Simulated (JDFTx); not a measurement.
The system is Ba.

```
Ba
1.0
    -2.50650    2.50650    2.50650
     2.50650   -2.50650    2.50650
     2.50650    2.50650   -2.50650
Ba
1
Cartesian
  0.0000 0.0000 0.0000
```

| Quantity | Value |
| --- | --- |
| Program | JDFTx 1.7.0 (patched build) |
| Task | single point |
| Functional | PBE |
| Potentials or basis | PseudoDojo-SR-PBE-0.5-standard with smoothed tails |
| Cutoff | 599 eV |
| Density cutoff | 2395 eV |
| k mesh | 8 × 8 × 8 |
| Occupations | fermi-dirac, width 0.05 eV |
| Spin | no spin polarisation |

On this cell: pressure 0.0 GPa; band gap on the k mesh none (metal or under the smearing width).

The same run follows on a disturbed copy (cell strained at random at fixed volume):

```
CELL_PARAMETERS angstrom
-2.47176 2.47765 2.44851
2.56531 -2.52802 2.59244
2.45066 2.50692 -2.49889
ATOMIC_POSITIONS crystal
Ba 0.99892 0.00475 0.98853
```

Q: What does the disturbed cell give?

A: The energy (extrapolated to zero smearing) moves by +4.1 meV/atom; pressure 0.0 GPa; band gap on the k mesh none (metal or under the smearing width).

Stress tensor (GPa, compression positive):
```
-0.02  0.07 -0.41
 0.07  0.03  0.21
-0.41  0.21 -0.05
```

Caveats: the empty levels aren't tightly converged (some runs).
